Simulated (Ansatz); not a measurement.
CuO:

```
Cu O
1.0
     0.00000    2.32725    2.32725
     2.32725    0.00000    2.32725
     2.32725    2.32725    0.00000
Cu O
1 1
Direct
  0.00000 0.00000 0.00000
  0.25000 0.25000 0.25000
```

Measurements of this composition are mostly on another form, of space group No. 15.

| Quantity | Value |
| --- | --- |
| Program | Ansatz 0.2.0 |
| Task | relaxation of cell and atoms |
| Functional | PBE |
| Potentials or basis | all-electron LAPW, scalar-relativistic |
| Basis error allowed | 0.002 eV/atom |
| k mesh | 8 × 8 × 8 |
| Occupations | fermi-dirac, width 0.05 eV |
| Spin | no spin polarisation |

At the start: volume 12.60 Å³/atom.

Question: Where does the relaxation end?

Answer: Over 6 steps the energy falls by 33.8 meV/atom and the volume is 11.57 Å³/atom (-8.2 %); space group F-43m (No. 216, to 0.05 Å).

The path:
```csv
step,energy change (eV),largest force (eV/Å),volume (Å³)
1,0.0000,0.0000,25.21
2,-0.0482,0.0000,24.21
3,-0.0670,0.0000,22.95
4,-0.0677,0.0000,23.16
5,-0.0677,0.0000,23.14
6,-0.0677,0.0000,23.14
```

Final structure:
```cif
data_structure
_symmetry_space_group_name_H-M 'P 1'
_symmetry_Int_Tables_number 1
_cell_length_a 3.1985
_cell_length_b 3.1985
_cell_length_c 3.1985
_cell_angle_alpha 60.000
_cell_angle_beta 60.000
_cell_angle_gamma 60.000
_cell_volume 23.14
loop_
_atom_site_label
_atom_site_type_symbol
_atom_site_fract_x
_atom_site_fract_y
_atom_site_fract_z
_atom_site_occupancy
Cu1 Cu 0.00000 0.00000 0.00000 1
O1 O 0.25000 0.25000 0.25000 1
```

Caveat: the k mesh is thin for a metal, which can move the energy by tens of meV per atom; the run has no spin polarisation, though such a crystal can be magnetic.
